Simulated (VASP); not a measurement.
**Ti: single point with r2SCAN**

Crystal: Ti.

```
Ti
1.0
     4.56737    0.00000    0.00000
    -2.28369    3.95546    0.00000
     0.00000    0.00000    2.82624
Ti
3
Cartesian
  0.0000 0.0000 0.0000
  0.0000 2.6370 1.4131
  2.2837 1.3185 1.4131
```

This isn't the form of Ti at room conditions, which is hcp.

- Program: VASP 6.6.1
- Task: single point
- Functional: r2SCAN
- Potentials or basis: VASP PAW PBE potentials, release 64 (Ti_sv)
- Cutoff: 520 eV
- k mesh: 6 × 6 × 6
- Occupations: gaussian, width 0.1 eV
- Spin: no spin polarisation
- Dipole correction: no
- Further INCAR settings: ALGO = Normal; EDIFF = 1e-06; NBANDS = 25

The pressure is 0.4 GPa and the band gap on the k mesh is none (metal or under the smearing width).

Stress tensor (GPa, compression positive):
```
0.47 0.00 0.00
0.00 0.47 0.00
0.00 0.00 0.23
```

Levels at points of the mesh, in eV from the Fermi level:
| k point | band 15 | band 16 | band 17 | band 18 | band 19 | band 20 | band 21 | band 22 |
| --- | --- | --- | --- | --- | --- | --- | --- | --- |
| (0.00, 0.00, 0.00) | -0.79 | -0.79 | -0.77 | -0.77 | 0.03 | 0.82 | 1.44 | 1.44 |
| (0.50, 0.00, 0.00) | -2.77 | -0.42 | -0.34 | -0.34 | 0.09 | 0.64 | 0.94 | 1.15 |
| (0.00, 0.00, 0.50) | -2.21 | -1.99 | -1.78 | -1.78 | 1.13 | 1.13 | 1.39 | 1.39 |
| (0.50, 0.00, 0.50) | -1.83 | -1.28 | -0.86 | -0.76 | 0.45 | 0.91 | 0.92 | 1.16 |

Wall time 78 s on 1 thread of Intel(R) Xeon(R) 6975P-C (Granite Rapids) (shared host), peak memory 0.18 GiB.

Caveat: the k mesh is coarse (spacing up to 0.37 Å⁻¹), so the values aren't converged; the PAW data sets were made with another functional, which shifts forces and pressure a little.
